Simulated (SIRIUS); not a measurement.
The system is ZnSe (Stilleite).

```xyz
2
Lattice="0.0000 2.8338 2.8338 2.8338 0.0000 2.8338 2.8338 2.8338 0.0000" Properties=species:S:1:pos:R:3 pbc="T T T"
Se    4.2507    4.2507    4.2507
Zn    0.0000    0.0000    0.0000
```

Base run:

- Program: SIRIUS 7.12.0
- Functional: PBEsol
- Potentials or basis: all-electron FP-LAPW
- Cutoff: 193 eV
- Basis: apw+lo standard
- k mesh: 8 × 8 × 8
- Occupations: fermi-dirac, width 0.05 eV
- Spin: no spin polarisation

Its results: band gap on the k mesh 1.17 eV, direct.

Problem. The run is repeated on the same cell with these changes: functional from PBEsol to PBE. What comes out?

Solution. Band gap on the k mesh 1.28 eV, direct.

